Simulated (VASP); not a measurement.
SnS2 (Berndtite-2T):

```xyz
3
Lattice="3.6390 0.0000 0.0000 -1.8195 3.1515 0.0000 0.0000 0.0000 5.8680" Properties=species:S:1:pos:R:3 pbc="T T T"
Sn    0.0000    0.0000    0.0000
S     0.0000    2.1010    1.4670
S     1.8195    1.0505    4.4010
```

| Item | Value |
| --- | --- |
| Program | VASP 6.6.1 |
| Task | relaxation of cell and atoms |
| Functional | PBE |
| Potentials or basis | VASP PAW PBE potentials, release 64 (Sn_d, S) |
| Cutoff | 600 eV |
| k mesh | 9 × 9 × 5 |
| Occupations | gaussian, width 0.03 eV |
| Spin | no spin polarisation |

At the start: pressure 4.2 GPa; volume 22.43 Å³/atom.

Problem. How do energy, volume and symmetry change on relaxing?

Solution. Over 14 steps the energy falls by 26.9 meV/atom and the volume is 26.77 Å³/atom (+19.4 %); space group P-3m1 (No. 164, to 0.05 Å).

The path:
| step | energy change (eV) | largest force (eV/Å) | pressure (GPa) | volume (Å³) |
| --- | --- | --- | --- | --- |
| 1 | 0.0000 | 0.2414 | 4.20 | 67.30 |
| 2 | -0.0153 | 0.5887 | -2.55 | 73.18 |
| 3 | -0.0411 | 0.2469 | 0.14 | 70.47 |
| 4 | -0.0458 | 0.1839 | 0.12 | 70.89 |
| 5 | -0.0510 | 0.0223 | 0.05 | 71.99 |
| 6 | -0.0552 | 0.0192 | 0.05 | 72.38 |
| 7 | -0.0651 | 0.0079 | 0.10 | 73.55 |
| 8 | -0.0759 | 0.0258 | 0.37 | 75.85 |
| 9 | -0.0717 | 0.1573 | 1.46 | 80.28 |
| 10 | -0.0767 | 0.1162 | 1.00 | 78.26 |
| 11 | -0.0801 | 0.0148 | 0.22 | 79.77 |
| 12 | -0.0802 | 0.0437 | 0.06 | 80.11 |
| 13 | -0.0805 | 0.0311 | 0.03 | 80.18 |
| 14 | -0.0807 | 0.0075 | -0.01 | 80.32 |

Final structure:
```
Sn S
1.0
     3.70129    0.00000    0.00000
    -1.85065    3.20541    0.00000
     0.00000    0.00000    6.77029
Sn S
1 2
Direct
  0.00000 0.00000 0.00000
  0.33333 0.66667 0.21836
  0.66667 0.33333 0.78164
```

Caveat: the volume moved by over 15 % at a fixed basis, so the end points are rough; this functional lacks dispersion, which binds the layers, so the pressure and a relaxed spacing across them are unreliable, and here the layers came unbound; the volume moved by +19 % from the deposited cell, more than functionals usually miss.
